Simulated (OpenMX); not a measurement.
Runs of OpenMX 3.8.5 on HfB2. It takes space group P6/mmm (No. 191, hexagonal). The conventional cell has a = 3.140 Å, b = 3.140 Å, c = 3.480 Å, α = 90.00°, β = 90.00°, γ = 120.00°. Hf (site symmetry 6/mmm) has 12 B at 2.51 Å as nearest neighbours. Around B (site symmetry -6m2) lie 3 B at 1.81 Å. 

| potentials or basis | cell | gap on the mesh (eV) | pressure (GPa) | moment (μB) | largest force (eV/Å) |
| --- | --- | --- | --- | --- | --- |
| OpenMX 2013 PBE set, Hf7.0-s3p2d2, B7.0-s2p2, grid cutoff 400 Ry | as given | none | 2.5 | 0.00 | 0.01 |
| OpenMX 2013 PBE set, Hf7.0-s3p2d2, B7.0-s2p2, fixed grid of 32 × 32 × 42 points | strain xy of -0.01 (engineering), atoms clamped | none | 2.5 | 0.00 | 0.01 |
| OpenMX 2013 PBE set, Hf7.0-s3p2d2, B7.0-s2p2, fixed grid of 32 × 32 × 42 points | strain zz of 0.01 (engineering), atoms clamped | none | (a) | 0.00 | 0.01 |
| OpenMX 2013 PBE set, Hf7.0-s3p2d2, B7.0-s2p2, fixed grid of 32 × 32 × 42 points | strain xx of -0.01 (engineering), atoms clamped | none | 5.2 | 0.00 | 0.02 |
| OpenMX 2013 PBE set, Hf7.0-s3p2d2, B7.0-s2p2, fixed grid of 32 × 32 × 42 points | strain xz of -0.01 (engineering), atoms clamped | none | 2.5 | 0.00 | 0.01 |

Alike in all rows: task single point; level PBE; spin collinear, ferromagnetic start; k mesh 10 × 10 × 8, shifted; smearing fermi-dirac 0.05 eV; other keys scf.Mixing.History = 10; scf.Mixing.StartPulay = 20; ….

Question: Fill in the values left out.

Answer: (a) 0.2.

Caveats: the basis of atomic orbitals isn't converged, which shifts pressures, moduli and gaps.

A k mesh can miss the band edges, and the runs leave out spin-orbit coupling on Hf.

A gap of «none» marks a metal or a gap under the smearing width.
